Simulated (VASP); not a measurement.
Crystal: HfB2.

```
CELL_PARAMETERS angstrom
3.14000 0.00000 0.00000
-1.57000 2.71932 0.00000
0.00000 0.00000 3.48000
ATOMIC_POSITIONS crystal
Hf 0.00000 0.00000 0.00000
B 0.66667 0.33333 0.50000
B 0.33333 0.66667 0.50000
```

| Quantity | Value |
| --- | --- |
| Program | VASP 6.6.1 |
| Task | single point |
| Functional | PBE |
| Potentials or basis | VASP PAW PBE potentials, release 64 (Hf_pv, B) |
| Cutoff | 520 eV |
| k mesh | 10 × 10 × 8 |
| Occupations | fermi-dirac, width 0.05 eV |
| Spin | no spin polarisation |

On this cell: pressure 1.0 GPa; largest force under 0.003 eV/Å; band gap on the k mesh none (metal or under the smearing width).

The same run follows on a disturbed copy (atoms moved at random, drawn with an rms of 0.05 Å):

```
Hf B
1.0
     3.14000    0.00000    0.00000
    -1.57000    2.71932    0.00000
     0.00000    0.00000    3.48000
Hf B
1 2
Direct
  0.00407 0.99622 0.99703
  0.67352 0.34355 0.49131
  0.31739 0.67513 0.48455
```

Problem. What changes?

Solution. The energy (extrapolated to zero smearing) moves by +22.0 meV/atom; pressure 1.8 GPa; largest force 1.328 eV/Å; band gap on the k mesh none (metal or under the smearing width).

Forces on the atoms (eV/Å):
```
Hf  -0.680  0.524 -0.492
B   -0.585 -0.399  0.106
B    1.265 -0.125  0.385
```

Stress tensor (GPa, compression positive):
```
 1.92 -0.43  0.49
-0.43  1.45 -0.33
 0.49 -0.33  2.12
```
